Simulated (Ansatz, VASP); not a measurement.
## Si2Ni in VASP and in Ansatz

```
Ni Si
1.0
     0.00000    2.70300    2.70300
     2.70300    0.00000    2.70300
     2.70300    2.70300    0.00000
Ni Si
1 2
Direct
  0.00000 0.00000 0.00000
  0.75000 0.75000 0.75000
  0.25000 0.25000 0.25000
```

Alike in both runs: task single point; functional r2SCAN; k mesh 9 × 9 × 9; occupations fermi-dirac, width 0.05 eV; collinear spin.

|  | VASP | Ansatz |
| --- | --- | --- |
| version | VASP 6.6.1 | Ansatz 0.2.0 |
| potentials or method | VASP PAW PBE potentials, release 64 (Ni, Si) | Ansatz PAW |
| plane-wave cutoff (eV) | 520 | 500 |
| valence electrons in the cell | 18 | 26 |

Ansatz gave:

| Item | Value |
| --- | --- |
| gap on the k mesh at the Fermi level (eV) | none |
| pressure (GPa) | -1.5 |
| net moment per atom (μB) | 0.00 |

**Question.** Estimate VASP's values.

**Answer.** gap on the k mesh at the Fermi level (eV): none; pressure (GPa): -1.6; net moment per atom (μB): 0.00.

A gap of «none» marks a metal or a gap that the smearing closes. The functional is the same, so the differences come from potentials, cutoffs and numerics. The two sets of potentials don't hold the same shells in valence.

Caveats: the PAW data sets were made with another functional, which shifts forces and pressure a little (VASP); the magnetic or orbital state may not be the lowest (Ansatz); the PAW data sets come from PBE, with cores solved anew for the run's functional, which leaves a small shift of forces and pressure (Ansatz); the starting moments weren't kept (Ansatz).
